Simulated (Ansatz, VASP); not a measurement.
**Two plane-wave programs on WC (Qusongite)**

File INCAR:

```
PREC     = Accurate       # precision mode
ENCUT    = 520            # plane-wave cutoff, eV
EDIFF    = 1E-6           # SCF threshold, eV
ISMEAR   = -5             # smearing method
SIGMA    = 0.05           # smearing width, eV
LREAL    = False          # projectors in reciprocal space
LASPH    = True           # aspherical terms in the spheres
NELM     = 150            # most SCF steps
ALGO     = Fast           # electronic algorithm
ISIF     = 2              # what is computed and relaxed
LWAVE    = False          # write WAVECAR
LCHARG   = True           # write CHGCAR
ISPIN    = 2              # spin polarisation
MAGMOM   = 0.5 0          # initial moments
LORBIT   = 11             # projections on sites
LMAXMIX  = 4              # l up to which the mixer works
GGA      = CA             # functional
LELF     = True           # ELF
LVHAR    = True         
NBANDS   = 20             # bands
```

File KPOINTS:

```
regular mesh
0
Gamma
  10 10 9
```

Contents of POSCAR:

```
WC
1.0
    2.8672181576      0.0000000000      0.0000000000
   -1.4336090788      2.4830837627      0.0000000000
    0.0000000000      0.0000000000      2.7982628680
W C
1 1
Direct
    0.0000000000      0.0000000000      0.0000000000
    0.6666666667      0.3333333333      0.5000000000
```

The input input.yaml:

```yaml
crystal:
  lattice:
    - [2.8672181576, 0.0, 0.0]
    - [-1.4336090788, 2.4830837627, 0.0]
    - [0.0, 0.0, 2.798262868]
  atoms:
    - { symbol: W, position: [0.0, 0.0, 0.0], spin: 0.5 }
    - { symbol: C, position: [0.6666666667, 0.3333333333, 0.5] }
hamiltonian:
  xc: lda
  pseudopotentials: { kind: paw, source: ansatz }
magnetization:
  spin_polarized: true
kpoints:
  mp_grid: { grid: [10, 10, 9] }
  band_path:
    path:
      - [[0.0, 0.0, 0.0], [0.5, 0.0, 0.0], [0.3333333333, 0.3333333333, 0.0], [0.0, 0.0, 0.0], [0.0, 0.0, 0.5], [0.5, 0.0, 0.5], [0.3333333333, 0.3333333333, 0.5], [0.0, 0.0, 0.5]]
      - [[0.5, 0.0, 0.5], [0.5, 0.0, 0.0]]
      - [[0.3333333333, 0.3333333333, 0.0], [0.3333333333, 0.3333333333, 0.5]]
    npoints: 14
scf:
  occupations: { method: tetrahedron }
  n_extra_bands: 6
output:
  forces: true
  stress: true
  fatbands: false
```

Change from the starting cell: volume scaled by 0.96.

Alike in both runs: functional LDA; k mesh 10 × 10 × 9; occupations tetrahedron; collinear spin.

|  | VASP | Ansatz |
| --- | --- | --- |
| version | VASP 6.6.1 | Ansatz 0.2.0 |
| potentials or method | VASP PAW LDA potentials, release 64 (W_sv, C) | Ansatz PAW earlier set |
| plane-wave cutoff (eV) | 520 | 820 |
| valence electrons in the cell | 18 | 32 |
| task | single point | band structure |

Ansatz gave:

```
gap on the k mesh at the Fermi level (eV)       : none
pressure (GPa)                                  : 7.6
largest component of the traceless stress (GPa) : 0.45
net moment per atom (μB)                        : 0.00
```

Task: What did VASP give for the same quantities?

Result: gap on the k mesh at the Fermi level (eV): none; pressure (GPa): 10.3; largest component of the traceless stress (GPa): 0.81; net moment per atom (μB): 0.00.

A gap of «none» marks a metal or a gap that the smearing closes. The two sets of potentials don't hold the same shells in valence.

Caveats: tetrahedron occupations give inexact forces and stress in metals (VASP); spin-orbit coupling is left out, which moves the levels of the heavy elements (Ansatz); the PAW data sets come from PBE, with cores solved anew for the run's functional, which leaves a small shift of forces and pressure (Ansatz); with tetrahedron occupations forces and stress needn't match the slope of the energy (Ansatz); the starting moments weren't kept (Ansatz). Spin-orbit coupling is left out, which matters for the levels of W.
